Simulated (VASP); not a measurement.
Set up this calculation in VASP 6.6.1, as the native input.

| Item | Value |
| --- | --- |
| Task | band structure |
| Functional | PBEsol |
| Potentials or basis | VASP PAW PBE potentials, release 64 (Ca_sv, B) |
| Cutoff | 520 eV |
| k mesh | 9 × 9 × 7 |
| Occupations | fermi-dirac, width 0.05 eV |
| Spin | no spin polarisation |
| Further INCAR settings | ALGO = Fast; EDIFF = 1e-06 |

Crystal: CaB2.

```
Ca B
1.0
     3.22643    0.00000    0.00000
    -1.61322    2.79417    0.00000
     0.00000    0.00000    4.06739
Ca B
1 2
Direct
  0.00000 0.00000 0.00000
  0.66667 0.33333 0.50000
  0.33333 0.66667 0.50000
```

The cell comes from a database or a generator and needn't be the stable form of this composition.

The input as run:

POSCAR

```
CaB2
1.0
    3.2264302843      0.0000000000      0.0000000000
   -1.6132151421      2.7941705897      0.0000000000
    0.0000000000      0.0000000000      4.0673920000
Ca B
1 2
Direct
    0.0000000000      0.0000000000      0.0000000000
    0.6666666667      0.3333333333      0.5000000000
    0.3333333333      0.6666666667      0.5000000000
```

INCAR.step1

```
  ALGO = Fast
  EDIFF = 1E-6
  ENCUT = 520
  GGA = PS
  ISIF = 2
  ISMEAR = -1
  LASPH = T
  LCHARG = T
  LREAL = F
  LWAVE = F
  NELM = 60
  PREC = Accurate
  SIGMA = 0.05
```

KPOINTS.step1

```
k-points
0
Gamma
  9 9 7
```

INCAR.step2

```
  ALGO = Fast
  EDIFF = 1E-6
  ENCUT = 520
  GGA = PS
  ICHARG = 11
  ISIF = 2
  ISMEAR = 0
  LASPH = T
  LCHARG = F
  LREAL = F
  LWAVE = F
  NELM = 60
  PREC = Accurate
  SIGMA = 0.05
```

KPOINTS.step2

```
path GMKGALHA,LM,KH
10
line-mode
reciprocal
 0.0000000000  0.0000000000  0.0000000000  G
 0.5000000000  0.0000000000  0.0000000000  M

 0.5000000000  0.0000000000  0.0000000000  M
 0.3333333333  0.3333333333  0.0000000000  K

 0.3333333333  0.3333333333  0.0000000000  K
 0.0000000000  0.0000000000  0.0000000000  G

 0.0000000000  0.0000000000  0.0000000000  G
 0.0000000000  0.0000000000  0.5000000000  A

 0.0000000000  0.0000000000  0.5000000000  A
 0.5000000000  0.0000000000  0.5000000000  L

 0.5000000000  0.0000000000  0.5000000000  L
 0.3333333333  0.3333333333  0.5000000000  H

 0.3333333333  0.3333333333  0.5000000000  H
 0.0000000000  0.0000000000  0.5000000000  A

 0.5000000000  0.0000000000  0.5000000000  L
 0.5000000000  0.0000000000  0.0000000000  M

 0.3333333333  0.3333333333  0.0000000000  K
 0.3333333333  0.3333333333  0.5000000000  H
```

Potentials or basis: VASP PAW PBE potentials, release 64 (Ca_sv, B).

Launch:

```bash
$ cat potpaw_PBE.64/Ca_sv/POTCAR potpaw_PBE.64/B/POTCAR > POTCAR
$ cp INCAR.step1 INCAR
$ cp KPOINTS.step1 KPOINTS
$ mpirun -np 1 vasp_std > vasp.out
$ cp INCAR.step2 INCAR
$ cp KPOINTS.step2 KPOINTS
$ mpirun -np 1 vasp_std > vasp.out
```

It gave:

```yaml
Band_gap_along_the_path: none (metal or under the smearing width)
```

Caveat: the log is that of the step along the path at fixed density, whose energy, stress, charges and moments have no meaning.

It took 51 s on 1 thread of Intel(R) Xeon(R) Platinum 8375C CPU @ 2.90GHz (Ice Lake), on a shared host, peak memory 0.17 GiB.
